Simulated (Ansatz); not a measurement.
Elastic constants of TiAl₃ at 7 GPa (stress–strain coefficients): input and output

Level of theory: DFT PBEsol, scalar-relativistic, plane waves, PAW in Ansatz.

Launched with:
```bash
ansatz run input.yaml --threads 1 --pin off --max-ram 3072MiB --backend cpu --events-out ev --progress --plain --runs-dir out
```

Input (bare energies are in eV):
```yaml
crystal:
  lattice:
    - [-1.8761993853, 1.8761993853, 4.1846711005]
    - [1.8761993853, -1.8761993853, 4.1846711005]
    - [1.8761993853, 1.8761993853, -4.1846711005]
  atoms:
    - { symbol: Ti, position: [0.0, 0.0, 0.0] }
    - { symbol: Al, position: [0.5, 0.5, 0.0] }
    - { symbol: Al, position: [0.75, 0.25, 0.5] }
    - { symbol: Al, position: [0.25, 0.75, 0.5] }
basis:
  ecutwfc: 420
kpoints:
  mp_grid: { grid: [16, 16, 16] }
hamiltonian:
  xc: pbesol
scf:
  occupations: { method: fermi_dirac, width: 0.15 }
output:
  forces: true
  stress: true
  eigenvalues: true
elastic:
  mode: relaxed_ion
  amplitude: 0.005
  stencil: two_point
```

From the output:
```
--- Elastic constants: 4 strain directions × 2 members + reference (group order 16) ---
  dense FFT box of the reference and of every strained cell: 36×36×36
  strains applied: 11, 33, 23, 12; error gains: componentwise 1.00 (the most a stress slope's error grows in a printed constant), spectral 1.41 (1 for all six strains in a standard setting)
  C = ∂σ_k/∂η_j (tension-positive GPa; Voigt order 11 22 33 23 13 12):
       237.351    113.121     68.076      0.000      0.000      0.000
       113.121    237.351     68.076     -0.000      0.000      0.000
        68.063     68.063    271.960      0.000      0.000      0.000
         0.000      0.000      0.000    116.281      0.000      0.000
         0.000      0.000     -0.000      0.000    116.281      0.000
        -0.000      0.000      0.000      0.000      0.000    158.317
  reference stress σ⁰ (GPa):     -6.999     -6.999     -7.000      0.000      0.000     -0.000
  C* (energy form; C + prestress term) asymmetry max|C*_kj − C*_jk| = 1.405e-2 GPa — a small one proves nothing (zero by symmetry where the batch's group is 432, −43m or m−3m); a large one is finite-difference/SCF noise where every solve ...
  moduli (Voigt/Reuss/Hill, GPa): K = 138.35/138.31/138.33   G = 111.34/101.50/106.42   E = 254.09   ν = 0.194
  mechanically stable: yes (min eigenvalue of sym C = 116.28 GPa)
  strain η (Voigt 11):  stress-route row diagonal C_11 = 237.35 GPa, energy-path curvature d²(F+E_count+ΔE)/dδ²/Ω₀ = 237.36 GPa
         δ    σ_11 (GPa) F (eV) n_scf n_hpsi n_pw
    -5.000e-3      -8.1959       -4049.1381571      11  191230   1168   relax 3 steps, max|allowed force component| 2.47e-10 eV/Å
     5.000e-3      -5.8224       -4049.1639117      11  194160   1180   relax 2 steps, max|allowed force component| 3.79e-5 eV/Å
  strain η (Voigt 33):  stress-route row diagonal C_33 = 271.96 GPa, energy-path curvature d²(F+E_count+ΔE)/dδ²/Ω₀ = 271.97 GPa
         δ    σ_33 (GPa) F (eV) n_scf n_hpsi n_pw
    -5.000e-3      -8.3762       -4049.1379924       8  108905   1177   relax 0 steps, max|allowed force component| 8.67e-18 eV/Å
     5.000e-3      -5.6566       -4049.1637575       6   79440   1179   relax 0 steps, max|allowed force component| 7.81e-18 eV/Å
  strain η (Voigt 23):  stress-route row diagonal C_44 = 116.28 GPa, energy-path curvature d²(F+E_count+ΔE)/dδ²/Ω₀ = 119.78 GPa
         δ    σ_23 (GPa) F (eV) n_scf n_hpsi n_pw
    -5.000e-3      -0.5814       -4049.1515748      11  339127   1171   relax 3 steps, max|allowed force component| 9.39e-7 eV/Å
     5.000e-3       0.5814       -4049.1515748      11  339203   1171   relax 3 steps, max|allowed force component| 3.93e-6 eV/Å
  strain η (Voigt 12):  stress-route row diagonal C_66 = 158.32 GPa, energy-path curvature d²(F+E_count+ΔE)/dδ²/Ω₀ = 161.81 GPa
         δ    σ_12 (GPa) F (eV) n_scf n_hpsi n_pw
    -5.000e-3      -0.7916       -4049.1513812       7  162859   1173   relax 0 steps, max|allowed force component| 3.82e-17 eV/Å
     5.000e-3       0.7916       -4049.1513812       5  133523   1173   relax 0 steps, max|allowed force component| 4.51e-17 eV/Å
```

It took 8.5 min on 1 thread of Intel(R) Xeon(R) Platinum 8488C (Sapphire Rapids) (shared host), peak memory 1.2 GiB.

In a metal, frequencies and elastic constants depend on the k mesh and the smearing, soft modes and shear constants most.